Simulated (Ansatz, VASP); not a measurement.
## Te: VASP beside Ansatz

The input INCAR:

```
SYSTEM = Te
PREC = Accurate
ENCUT = 520
EDIFF = 1E-7
ISMEAR = -1
SIGMA = 0.05
LREAL = .FALSE.
LASPH = .TRUE.
NELM = 100
ALGO = Normal
ISIF = 2
LWAVE = .FALSE.
LCHARG = .FALSE.
GGA = CA
NBANDS = 9
```

File KPOINTS:

```
regular mesh
0
G
  9 9 9
  0 0 0
```

File POSCAR:

```
Te
1.0
    2.2588318621      1.3041371837      1.6564347588
   -2.2588318621      1.3041371837      1.6564347588
    0.0000000000     -2.6082743673      1.6564347588
Te
1
Direct
    0.5000000000      0.5000000000      0.5000000000
```

input.yaml

```yaml
crystal:
  lattice:
    - [2.2588318621, 1.3041371837, 1.6564347588]
    - [-2.2588318621, 1.3041371837, 1.6564347588]
    - [0.0, -2.6082743673, 1.6564347588]
  atoms:
    - { symbol: Te, position: [0.5, 0.5, 0.5] }
kpoints:
  mp_grid: { grid: [9, 9, 9] }
scf:
  occupations: { method: fermi_dirac, width: 0.05 }
hamiltonian:
  xc: lda
  pseudopotentials: { kind: all_electron, lapw: { basis_error: 0.001 } }
output:
  forces: true
  stress: true
  eigenvalues: true
```

Change from the starting cell: volume scaled by 0.94.

Alike in both runs: task single point; functional LDA; k mesh 9 × 9 × 9; occupations fermi-dirac, width 0.05 eV; no spin polarisation.

```csv
,VASP,Ansatz
version,VASP 6.6.1,Ansatz 0.2.0
potentials or method,"VASP PAW LDA potentials, release 64 (Te)","all-electron LAPW, scalar-relativistic"
plane-wave cutoff (eV),520,see its input
```

|  | VASP | Ansatz | Ansatz less VASP |
| --- | --- | --- | --- |
| gap on the k mesh at the Fermi level (eV) | none | none | - |
| pressure (GPa) | 3.0 | 2.9 | -0.10 |
| largest component of the traceless stress (GPa) | 0.46 | 0.41 | -0.041 |

A gap of «none» marks a metal or a gap that the smearing closes. Ansatz ran all-electron here, so the differences hold the error of VASP's frozen core and of both bases.

Spin-orbit coupling is left out, which matters for the levels of Te.
